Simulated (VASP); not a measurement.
The system is SnO.

```
Sn O
1.0
     4.12550    0.00000    0.00000
    -2.06275    3.57279    0.00000
     0.00000    0.00000    5.18540
Sn O
2 2
Direct
  0.33333 0.66667 0.25000
  0.66667 0.33333 0.75000
  0.66667 0.33333 0.25000
  0.33333 0.66667 0.75000
```

The cell was built by a generator and needn't be a form met in nature.

Base run:

| Quantity | Value |
| --- | --- |
| Program | VASP 6.6.1 |
| Functional | r2SCAN |
| Potentials or basis | VASP PAW PBE potentials, release 64 (Sn_d, O) |
| Cutoff | 520 eV |
| k mesh | 6 × 6 × 4 |
| Occupations | gaussian, width 0.01 eV |
| Spin | no spin polarisation |

Its results: band gap on the k mesh 0.57 eV, direct; pressure 0.2 GPa.

**Question.** The run is repeated on the same cell with these changes: functional from r2SCAN to HSE06; k mesh from 6 × 6 × 4 to 6 × 6 × 2. What comes out?

**Answer.** Band gap on the k mesh 0.79 eV, direct; pressure 0.3 GPa.

Several settings changed at once, so the effect can't be laid on one alone.

Caveats: some runs use coarse meshes; the PAW data sets were made with another functional, which shifts forces and pressure a little; spin-orbit coupling is left out, which moves the levels of the heavy elements.

A k mesh can miss the band edges.

Not every run made on this cell is shown here.
